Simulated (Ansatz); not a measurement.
CaSe: a vibration from a frozen displacement

Level of theory: DFT PBE, scalar-relativistic, plane waves, PAW in Ansatz. Cutoff 420 eV, Γ-centred 8×8×8 k-points, Gaussian smearing of 0.05 eV. No spin polarisation. Energies are free energies at this smearing, counted from the undisturbed cell; pressure is positive in compression.

Reference structure (as given, not relaxed at this level; it stands at 1.2 GPa):

```
CELL_PARAMETERS angstrom
0.00000 2.95600 2.95600
2.95600 0.00000 2.95600
2.95600 2.95600 0.00000
ATOMIC_POSITIONS crystal
Ca 0.00000 0.00000 0.00000
Se 0.50000 0.50000 0.50000
```

Every Ca atom is moved by x along the Cartesian unit vector (0.000, 0.000, -1.000); the cell and all other atoms stay fixed. The cell's volume is 51.66 Å³; the moved atoms weigh 40.078 u together and the others 78.971 u. Some rows repeat others by symmetry and weren't run.

```csv
x (Å),ΔE (meV/cell),total force on the moved atoms along the move (eV/Å),pressure (GPa)
-0.5000,559.61,2.9590,6.5167
-0.4375,396.52,2.2838,5.1038
-0.3750,271.44,1.7384,3.9583
-0.3125,177.03,1.2986,3.0464
-0.2500,107.38,0.9427,2.3394
-0.1875,57.84,0.6519,1.8140
-0.1250,24.90,0.4087,1.4520
-0.0625,6.10,0.1966,1.2401
0.0000,0.00,0.0000,1.1704
0.0625,6.10,-0.1966,1.2401
0.1250,24.90,-0.4087,1.4520
0.1875,57.84,-0.6519,1.8140
0.2500,107.38,-0.9427,2.3394
0.3125,177.03,-1.2986,3.0464
0.3750,271.44,-1.7384,3.9583
0.4375,396.52,-2.2838,5.1038
0.5000,559.61,-2.9590,6.5167
```

Question: What frequency belongs to this motion?

Answer: The force constant is k = −dF/dx = 3.146 eV/Å², from the parabola through x = -0.0625, 0 and 0.0625. In every cell the moved atoms swing against the rest, so the mass is μ = m₁m₂/(m₁ + m₂) = 26.586 u, and ν̃ = 521.5 cm⁻¹ × √(|k|/μ) = 179 cm⁻¹, at this cell's pressure of 1.2 GPa. To first order in x, and within 1 %, the force on every atom lies along the move and, within each of the two groups, in proportion to the atom's mass, so this is itself a mode at the zone centre of this cell, taken without macroscopic field (the transverse frequency in a polar insulator).

Question: How far does the harmonic law reach?

Answer: At x = -0.500 Å, kx²/2 = 393.20 meV against the computed 559.61 meV (+42.3 %): the well stiffens in this direction at large amplitude.

Question: The pressure changes with x². What does that say about the frequency under compression?

Answer: With E = k(V)x²/2, k ∝ V^(−2γ) and x scaling with the cell as V^(1/3), P − P0 = −∂E/∂V = (2γ − 2/3) ΔE/V. At x = 0.1250 Å, V(P − P0) = 51.66 × 0.28163 / 160.2 eV = 90.80 meV and ΔE = 24.90 meV, so γ = 1/3 + V(P − P0)/(2ΔE) = 2.16. This is the Grüneisen parameter of the motion under uniform scaling of the cell: shrinking the cell evenly by 1 % in volume raises the frequency by about 2.16 %.